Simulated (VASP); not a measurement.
# Se (R-3m) in VASP: settings compared

One crystal, Se, is run at these levels: PBE, LDA; tasks: relaxation of cell and atoms.

All numbers are computed with VASP 6.6.1; they aren't measurements. Logs are shortened: lines on timing, memory, paths and dates and some standing lists are left out, and cuts for length are marked.

## (1) The crystal as given

The structure is trigonal, space group R-3m (No. 166). The conventional cell has a = 4.054 Å, b = 4.054 Å, c = 4.756 Å, α = 90.00°, β = 90.00°, γ = 120.00°. Around Se (site symmetry -3m) lie 6 Se at 2.83 Å.

This isn't the form of Se at room conditions, which is trigonal, of chains.

## (2) Relaxation of cell and atoms, PBE

Contents of INCAR:

```
SYSTEM = Se
PREC = Accurate ; ENCUT = 600
EDIFF = 1E-7 ; ISMEAR = 0
SIGMA = 0.03 ; LREAL = .False.
LASPH = .True. ; NELM = 80
ALGO = Normal ; ISIF = 3
LWAVE = .False. ; LCHARG = .False.
GGA = PE ; IBRION = 2
NSW = 90 ; EDIFFG = -0.005
```

Contents of KPOINTS:

```
Automatic mesh
0
Gamma
  15 15 13
  0 0 0
```

Contents of POSCAR:

```
Se                                      
1.0
    2.0272117883      1.1704112717      1.5852389811
   -2.0272117883      1.1704112717      1.5852389811
    0.0000000000     -2.3408225433      1.5852389811
  Se            
     1
Direct
     1.0000000000000000    0.0000000000000000    0.0000000000000000
```

Potentials or basis: VASP PAW PBE potentials, release 64 (Se).

The run is started by

```bash
$ cat potpaw_PBE.64/Se/POTCAR > POTCAR
$ mpirun -np 1 vasp_std > vasp.out
```

OUTCAR:

```text
SYSTEM = Se
   PREC = Accurate
   ENCUT = 600
   EDIFF = 1E-7
   ISMEAR = 0
   LREAL = .False.
   LASPH = .True.
   NELM = 80
   ISIF = 3
   GGA = PE
   IBRION = 2
   NSW = 90
   EDIFFG = -0.005

 ion  position               nearest neighbor table
   1  0.000  0.000  0.000-

  LATTYP: Found a trigonal (rhomboedric) cell.
 ALAT       =     2.8270891048
 COS(alpha) =    -0.0283696426

  Lattice vectors:

 A1 = (   2.0272117883,   1.1704112717,   1.5852389811)
 A2 = (  -2.0272117883,   1.1704112717,   1.5852389811)
 A3 = (   0.0000000000,  -2.3408225433,   1.5852389811)

Analysis of symmetry for initial positions (statically):
=====================================================================
 Subroutine PRICEL returns:
 Original cell was already a primitive cell.

 Routine SETGRP: Setting up the symmetry group for a
 trigonal (rhombohedral) supercell.

 Subroutine GETGRP returns: Found 12 space group operations
 (whereof 12 operations were pure point group operations)
 out of a pool of 12 trial point group operations.

The static configuration has the point symmetry D_3d.

Analysis of symmetry for dynamics (positions and initial velocities):
=====================================================================
 Subroutine PRICEL returns:
 Original cell was already a primitive cell.

 Routine SETGRP: Setting up the symmetry group for a
 trigonal (rhombohedral) supercell.

 Subroutine GETGRP returns: Found 12 space group operations
 (whereof 12 operations were pure point group operations)
 out of a pool of 12 trial point group operations.

The dynamic configuration has the point symmetry D_3d.

 Subroutine INISYM returns: Found 12 space group operations
 (whereof 12 operations are pure point group operations),
 and found     1 'primitive' translations

----------------------------------------------------------------------------------------

                                     Primitive cell

  volume of cell :      22.5675

  direct lattice vectors                    reciprocal lattice vectors
     2.027211788  1.170411272  1.585238981     0.246644185  0.142400087  0.210273238
    -2.027211788  1.170411272  1.585238981    -0.246644185  0.142400087  0.210273238
     0.000000000 -2.340822543  1.585238981     0.000000000 -0.284800174  0.210273238

  length of vectors
     2.827089105  2.827089105  2.827089105     0.354014086  0.354014086  0.354014086

  position of ions in fractional coordinates (direct lattice)
     0.000000000  0.000000000  0.000000000

  ion indices of the primitive-cell ions
   primitive index   ion index
                 1           1

----------------------------------------------------------------------------------------

 KPOINTS: Automatic mesh

Automatic generation of k-mesh.
 Grid dimensions read from file:
 generate k-points for:   15   15   13

 Generating k-lattice:

  Cartesian coordinates                     Fractional coordinates (reciprocal lattice)
     0.016442946  0.009493339  0.014018216     0.066666667 -0.000000000 -0.000000000
    -0.016442946  0.009493339  0.014018216    -0.000000000  0.066666667 -0.000000000
     0.000000000 -0.021907706  0.016174864     0.000000000  0.000000000  0.076923077

  Length of vectors
     0.023600939  0.023600939  0.027231853

  Shift w.r.t. Gamma in fractional coordinates (k-lattice)
     0.000000000  0.000000000  0.000000000

 -----------------------------------------------------------------------------
|                                                                             |
|           W    W    AA    RRRRR   N    N  II  N    N   GGGG   !!!           |
[... 15 lines left out ...]

 WARNING: IBZKPT: internal override: KBLOWUP is changed to .FALSE.
      ... skipping the blow-up phase ...

 Subroutine IBZKPT returns following result:
 ===========================================

 Found    784 irreducible k-points:

 Following reciprocal coordinates:
            Coordinates               Weight
  0.000000  0.000000  0.000000      1.000000
  0.066667 -0.000000 -0.000000      4.000000
  0.133333 -0.000000 -0.000000      4.000000
  0.200000  0.000000 -0.000000      4.000000
  0.266667 -0.000000 -0.000000      4.000000
  0.333333  0.000000 -0.000000      4.000000
[... 16 lines left out ...]
  0.133333  0.133333 -0.000000      2.000000
  0.200000  0.133333 -0.000000      4.000000
 [... further k-points ...]
   k-points           NKPTS =    784   k-points in BZ     NKDIM =    784   number of bands    NBANDS=      7
   number of dos      NEDOS =    301   number of ions     NIONS =      1
   total plane-waves  NPLWV =  13824
   dimension x,y,z NGX =    24 NGY =   24 NGZ =   24
   dimension x,y,z NGXF=    48 NGYF=   48 NGZF=   48
   ions per type =               1
   NGX,Y,Z   is equivalent  to a cutoff of  14.11, 14.11, 14.11 a.u.
   NGXF,Y,Z  is equivalent  to a cutoff of  28.23, 28.23, 28.23 a.u.
 SYSTEM =  Se
   PREC   = accura    normal or accurate (medium, high low for compatibility)
   ISTART =      0    job   : 0-new  1-cont  2-samecut
   ICHARG =      2    charge: 1-file 2-atom 10-const
   ISPIN  =      1    spin polarized calculation?
   LNONCOLLINEAR =      F non collinear calculations
   LSORBIT =      F    spin-orbit coupling
   LASPH  =      T    aspherical Exc in radial PAW
   ENCUT  =  600.0 eV  44.10 Ry    6.64 a.u.   5.65  5.65  5.65*2*pi/ulx,y,z
   NELM   =     80;   NELMIN=  2; NELMDL= -5     # of ELM steps
   EDIFF  = 0.1E-06   stopping-criterion for ELM
   LREAL  =      F    real-space projection
   EDIFFG = -.5E-02   stopping-criterion for IOM
   NSW    =     90    number of steps for IOM
   IBRION =      2    ionic relax: 0-MD 1-quasi-New 2-CG
   NFREE  =      1    steps in history (QN), initial steepest desc. (CG)
   ISIF   =      3    stress and relaxation
   ISYM   =      2    0-nonsym 1-usesym 2-fastsym
   POTIM  = 0.5000    time-step for ionic-motion
   TEBEG  =    0.0;   TEEND  =   0.0 temperature during run
   PSTRESS=    0.0 pullay stress
   NELECT =       6.0000    total number of electrons
   NUPDOWN=      -1.0000    fix difference up-down
   EMIN   =  10.00;   EMAX   =-10.00  energy-range for DOS
   EFERMI =   0.00;   METHOD = LEGACY
   ISMEAR =     0;   SIGMA  =   0.03  broadening in eV -4-tet -1-fermi 0-gaus
   EFERMI_NEDOS =   21; number of points for ismear=-14 and -15
   IALGO  =     38    algorithm
   IMIX   =      4    mixing-type and parameters
     AMIX     =   0.40;   BMIX     =  1.00
     AMIX_MAG =   1.60;   BMIX_MAG =  1.00
  volume/ion in A,a.u.               =      22.57       152.29
  Fermi-wavevector in a.u.,A,eV,Ry     =   1.052682  1.989281 15.077164  1.108140
  Thomas-Fermi vector in A             =   2.187775
   LORBIT       =      0    0 simple, 1 ext, 2 COOP (PROOUT), +10 PAW based schemes
   GGA     = PE    functional components
   LHFCALC =     F    Hartree Fock is set to
   AEXX    =    0.0000 exact exchange contribution
   IVDW    =     0    specifies the selected vdW correction
   LEPSILON=     F    determine dielectric tensor
   LRPA    =     F    only Hartree local field effects (RPA)
 conjugate gradient relaxation of ions
 non-spin polarized calculation
 Gauss-broadening in eV      SIGMA  =   0.03
  energy-cutoff  :      600.00
  volume of cell :       22.57
 maximum number of plane-waves:       767
   NGX = 11   NGY = 11   NGZ = 11

--------------------------------------- Ionic step        1  -------------------------------------------

 number of electron       5.9999999 magnetization

 Free energy of the ion-electron system (eV)
  ---------------------------------------------------
  ext. energy  EPLUGINS =         0.00000000
  ---------------------------------------------------
  free energy    TOTEN  =        -3.33138343 eV

  energy without entropy =       -3.33113558  energy(sigma->0) =       -3.33125950

------------------------ aborting loop because EDIFF is reached ----------------------------------------

  FORCE on cell =-STRESS in cart. coord.  units (eV):
  Direction    XX          YY          ZZ          XY          YZ          ZX
  --------------------------------------------------------------------------------------
  -------------------------------------------------------------------------------------
  Total       -0.0068631     -0.0068631      0.0858614      0.0000000      0.0000000      0.0000000
  in kB       -0.4872450     -0.4872450      6.0957217      0.0000000      0.0000000      0.0000000
  external PRESSURE =       1.7070772 kB  Pullay stress =       0.0000000 kB
[... 86 lines left out ...]
  FREE ENERGIE OF THE ION-ELECTRON SYSTEM (eV)
  ---------------------------------------------------
  free  energy   TOTEN  =        -3.3318041202 eV

  energy  without entropy=       -3.3314644702  energy(sigma->0) =       -3.33163430

[... ionic steps 4 to 7 ...]

--------------------------------------- Ionic step        8  -------------------------------------------

 number of electron       5.9999999 magnetization

------------------------ aborting loop because EDIFF is reached ----------------------------------------
[... 65 lines left out ...]
--------------------------------------- Ionic step       10  -------------------------------------------

 number of electron       5.9999999 magnetization

 Free energy of the ion-electron system (eV)
  ---------------------------------------------------
  ext. energy  EPLUGINS =         0.00000000
  ---------------------------------------------------
  free energy    TOTEN  =        -3.33284843 eV

  energy without entropy =       -3.33256641  energy(sigma->0) =       -3.33270742

 E-fermi :   4.6426     XC(G=0):  -9.9047

 val. band max:        4.6414009165   @ k =  -0.1333   0.2000   0.1538
 cond. band min:       4.6630612987   @ k =   0.1333   0.1333   0.2308
 fundamental gap:      0.0216603821
 Fermi energy:         4.6425622079

 k-point     1 :       0.0000    0.0000    0.0000
  band No.  band energies     occupation
      1     -11.3534      2.00000
      2       6.0396      0.00000
      3       6.0415      0.00000
      4       6.0415      0.00000
      5      12.4287      0.00000
      6      12.4287      0.00000
      7      12.5016      0.00000
[... 221 lines left out ...]
 k-point    24 :       0.2000    0.1333   -0.0000
  band No.  band energies     occupation
      1     -10.5615      2.00000
      2       2.4783      2.00000
      3       4.3514      2.00000
      4       6.6486      0.00000
      5      13.3310      0.00000
      6      15.4421      0.00000
      7      17.2561      0.00000

 [... further k-points ...]

------------------------ aborting loop because EDIFF is reached ----------------------------------------

  FORCE on cell =-STRESS in cart. coord.  units (eV):
  Direction    XX          YY          ZZ          XY          YZ          ZX
  --------------------------------------------------------------------------------------
  -------------------------------------------------------------------------------------
  Total       -0.0043773     -0.0043773     -0.0044264     -0.0000000     -0.0000000      0.0000000
  in kB       -0.3093210     -0.3093210     -0.3127935     -0.0000000     -0.0000000      0.0000000
  external PRESSURE =      -0.3104785 kB  Pullay stress =       0.0000000 kB
[... 16 lines left out ...]
  FREE ENERGIE OF THE ION-ELECTRON SYSTEM (eV)
  ---------------------------------------------------
  free  energy   TOTEN  =        -3.3328484275 eV

  energy  without entropy=       -3.3325664073  energy(sigma->0) =       -3.33270742

 reached required accuracy - stopping structural energy minimisation
```

It took 3.1 min on 1 thread of Intel Xeon Platinum 8488C (Sapphire Rapids), shared host; peak memory 0.27 GiB.

What came out:

* Free energy: -3.3328 eV
* Relaxed volume: 22.67 Å³/atom
* Relaxed cell: a = 2.830 Å, b = 2.830 Å, c = 2.830 Å, α = 90.01°, β = 90.01°, γ = 90.01°
* Space group after relaxing (to 0.05 Å): Pm-3m (No. 221)
* Energy gained by relaxing: 1.5 meV/atom
* Ionic steps: 10
* Pressure after relaxing: 0.0 GPa
* Band gap on the k mesh: none (metal or under the smearing width)

The path:
| step | energy change (eV) | largest force (eV/Å) | pressure (GPa) | volume (Å³) |
| --- | --- | --- | --- | --- |
| 1 | 0.0000 | 0.0000 | 0.17 | 22.57 |
| 2 | -0.0003 | 0.0000 | -0.07 | 22.65 |
| 3 | -0.0004 | 0.0000 | -0.36 | 22.75 |
| 4 | -0.0006 | 0.0000 | -0.29 | 22.73 |
| 5 | -0.0011 | 0.0000 | -0.10 | 22.68 |
| 6 | -0.0014 | 0.0000 | 0.29 | 22.57 |
| 7 | -0.0014 | 0.0000 | 0.22 | 22.59 |
| 8 | -0.0014 | 0.0000 | 0.18 | 22.60 |
| 9 | -0.0015 | 0.0000 | 0.06 | 22.65 |
| 10 | -0.0015 | 0.0000 | -0.03 | 22.67 |

Final structure:
```yaml
crystal:
  lattice:
    - [2.00157, 1.15561, 1.63369]
    - [-2.00157, 1.15561, 1.63369]
    - [0.00000, -2.31122, 1.63369]
  atoms:
    - { symbol: Se, position: [0.00000, 0.00000, 0.00000] }
```

Levels at points of the mesh, in eV from the Fermi level:
```
           k point  band 1  band 2  band 3  band 4  band 5  band 6
(0.00, 0.00, 0.00)  -16.00    1.40    1.40    1.40    7.79    7.79
```

## (3) Relaxation of cell and atoms, LDA, target pressure 148 GPa, at which the enthalpy is minimised

This run uses another cell than the first one, of 11.32 Å³/atom, 0.502 times its volume.

Contents of INCAR:

```
PREC     = Accurate       # precision mode
ENCUT    = 600            # plane-wave cutoff, eV
EDIFF    = 1E-6           # SCF threshold, eV
ISMEAR   = 0              # smearing method
SIGMA    = 0.03           # smearing width, eV
LREAL    = F              # projectors in reciprocal space
LASPH    = T              # aspherical terms in the spheres
NELM     = 80             # most SCF steps
ALGO     = Normal         # electronic algorithm
ISIF     = 3              # what is computed and relaxed
LWAVE    = F              # write WAVECAR
LCHARG   = F              # write CHGCAR
IBRION   = 2              # ionic algorithm
NSW      = 90             # ionic steps
EDIFFG   = -0.01          # ionic threshold
PSTRESS  = 1480.0
```

Contents of KPOINTS:

```
Automatic mesh
0
Gamma
  15 15 13
```

Contents of POSCAR:

```
Se
1.0
    1.9250000000      1.1113992682      0.8816666667
   -1.9250000000      1.1113992682      0.8816666667
    0.0000000000     -2.2227985364      0.8816666667
Se
1
Direct
    0.0000000000      0.0000000000      0.0000000000
```

Potentials or basis: VASP PAW LDA potentials, release 64 (Se).

The run is started by

```bash
$ cat potpaw_LDA.64/Se/POTCAR > POTCAR
$ mpirun -np 1 vasp_std > vasp.out
```

OUTCAR:

```text
PREC = Accurate
   ENCUT = 600
   EDIFF = 1E-6
   ISMEAR = 0
   LREAL = F
   LASPH = T
   NELM = 80
   ISIF = 3
   IBRION = 2
   NSW = 90
   EDIFFG = -0.01
   PSTRESS = 1480.0

 ion  position               nearest neighbor table
   1  0.000  0.000  0.000-

  LATTYP: Found a trigonal (rhomboedric) cell.
 ALAT       =     2.3912694211
 COS(alpha) =    -0.2960878603

  Lattice vectors:

 A1 = (   1.9250000000,   1.1113992682,   0.8816666667)
 A2 = (  -1.9250000000,   1.1113992682,   0.8816666667)
 A3 = (   0.0000000000,  -2.2227985364,   0.8816666667)

Analysis of symmetry for initial positions (statically):
=====================================================================
[... 389 lines left out ...]

  energy without entropy =       -1.48729575  energy(sigma->0) =       -1.48742654

 E-fermi :  15.3248     XC(G=0): -13.5398

 val. band max:       15.3213065503   @ k =  -0.0667   0.0000   0.2308
 cond. band min:      15.3268790365   @ k =  -0.0667  -0.2667   0.3846
 fundamental gap:      0.0055724862
 Fermi energy:        15.3247774056

 k-point     1 :       0.0000    0.0000    0.0000
  band No.  band energies     occupation
      1      -8.3637      2.00000
      2      22.4922      0.00000
      3      22.4922      0.00000
      4      22.8522      0.00000
      5      29.2095      0.00000
      6      29.4169      0.00000
      7      29.4169      0.00000
[... 221 lines left out ...]
 k-point    24 :       0.2000    0.1333    0.0000
  band No.  band energies     occupation
      1      -5.1804      2.00000
      2      11.7906      2.00000
      3      14.9364      2.00000
      4      18.9963      0.00000
      5      25.7343      0.00000
      6      27.4576      0.00000
      7      31.2370      0.00000

 [... further k-points ...]

------------------------ aborting loop because EDIFF is reached ----------------------------------------

  FORCE on cell =-STRESS in cart. coord.  units (eV):
  Direction    XX          YY          ZZ          XY          YZ          ZX
  --------------------------------------------------------------------------------------
  -------------------------------------------------------------------------------------
  Total       10.4175335     10.4175335     10.4240482      0.0000000      0.0000000     -0.0000000
  in kB     1480.0421489   1480.0421499   1480.9676981      0.0000000      0.0000000     -0.0000000
  external PRESSURE =       0.3506656 kB  Pullay stress =    1480.0000000 kB
[... 20 lines left out ...]
  energy  without entropy=       -1.4872957509  energy(sigma->0) =       -1.48742654

  enthalpy is  TOTEN    =         8.9296795407 eV   P V=       10.4172368685

 reached required accuracy - stopping structural energy minimisation
```

OSZICAR:

```text
N       E                     dE             d eps       ncg     rms          rms(c)
DAV:   1     0.120679706598E+02    0.12068E+02   -0.37166E+03 11270   0.883E+02
DAV:   2    -0.142188779140E+01   -0.13490E+02   -0.12916E+02 15365   0.927E+01
[... 134 lines left out ...]
DAV:   4    -0.148948192608E+01   -0.50251E-08   -0.12929E-07  5824   0.350E-03
  21 F= 0.89296877E+01 E0= 0.89297996E+01  d E =-.254200E-04
       N       E                     dE             d eps       ncg     rms          rms(c)
DAV:   1    -0.148757909236E+01    0.19028E-02   -0.19638E-03 13468   0.291E-01    0.269E-02
DAV:   2    -0.148756442948E+01    0.14663E-04   -0.42299E-05 12775   0.597E-02    0.143E-02
DAV:   3    -0.148755730603E+01    0.71234E-05   -0.18832E-05 14042   0.307E-02    0.163E-03
DAV:   4    -0.148755732782E+01   -0.21792E-07   -0.50981E-07  6762   0.702E-03
  22 F= 0.89296795E+01 E0= 0.89298103E+01  d E =-.335538E-04
```

CONTCAR:

```text
Se
   1.00000000000000
     2.0058441924477908    1.1580746848378329    0.8091264389510421
    -2.0058441924477908    1.1580746848378329    0.8091264389510421
     0.0000000000000000   -2.3161493696756659    0.8091264389510421
  Se
     1
Direct
     0.0000000000000000    0.0000000000000000    0.0000000000000000

  0.00000000E+00  0.00000000E+00  0.00000000E+00
```

It took 4.4 min on 1 thread of Intel Xeon Platinum 8488C (Sapphire Rapids), shared host; peak memory 0.18 GiB.

Results:

```yaml
Free_energy: -1.4876 eV
Relaxed_volume: 11.28 Å³/atom
Relaxed_cell: a = 2.453 Å, b = 2.453 Å, c = 2.453 Å, α = 109.69°, β = 109.69°, γ = 109.69°
Space_group_after_relaxing_to_0.05_Å: Im-3m (No. 229)
Energy_change_on_relaxing_the_enthalpy_is_what_falls: +14.0 meV/atom
Ionic_steps: 22
Pressure_after_relaxing: 148.0 GPa
Band_gap_on_the_k_mesh: none (metal or under the smearing width)
```

The path:
| step | energy change (eV) | largest force (eV/Å) | pressure (GPa) | volume (Å³) |
| --- | --- | --- | --- | --- |
| 1 | 0.0000 | 0.0000 | 148.73 | 11.32 |
| 2 | -0.0789 | 0.0000 | 143.84 | 11.40 |
| 3 | -0.0771 | 0.0000 | 143.92 | 11.40 |
| 4 | -0.0800 | 0.0000 | 143.77 | 11.40 |
| 5 | -0.0888 | 0.0000 | 143.14 | 11.41 |
| 6 | -0.1067 | 0.0000 | 141.83 | 11.43 |
| 7 | -0.1408 | 0.0000 | 139.28 | 11.46 |
| 8 | -0.1544 | 0.0000 | 138.43 | 11.48 |
| 9 | -0.1488 | 0.0000 | 138.78 | 11.47 |
| 10 | -0.1427 | 0.0000 | 139.11 | 11.46 |
| 11 | -0.1236 | 0.0000 | 140.20 | 11.44 |
| 12 | -0.0833 | 0.0000 | 142.07 | 11.39 |
| 13 | 0.0025 | 0.0000 | 147.30 | 11.29 |
| 14 | 0.2703 | 0.0000 | 162.46 | 11.05 |
| 15 | 0.0248 | 0.0000 | 148.74 | 11.27 |
| 16 | 0.0357 | 0.0000 | 149.33 | 11.25 |
| 17 | 0.0312 | 0.0000 | 149.09 | 11.26 |
| 18 | 0.0222 | 0.0000 | 148.55 | 11.27 |
| 19 | 0.0108 | 0.0000 | 147.88 | 11.28 |
| 20 | 0.0111 | 0.0000 | 147.89 | 11.28 |
| 21 | 0.0121 | 0.0000 | 147.94 | 11.28 |
| 22 | 0.0140 | 0.0000 | 148.04 | 11.28 |

Final structure:
```
Se
1.0
     2.00584    1.15807    0.80913
    -2.00584    1.15807    0.80913
     0.00000   -2.31615    0.80913
Se
1
Direct
  0.00000 0.00000 0.00000
```

Levels at points of the mesh, in eV from the Fermi level:
```tsv
k point	band 1	band 2	band 3	band 4	band 5	band 6	band 7
(0.00, 0.00, 0.00)	-23.69	7.17	7.17	7.53	13.88	14.09	14.09
```

Caveat: the cell is relaxed towards a set pressure, so the enthalpy falls and the energy may rise. Zero-point motion and thermal expansion aren't in these numbers.

(Continued in part 2 of 2.)
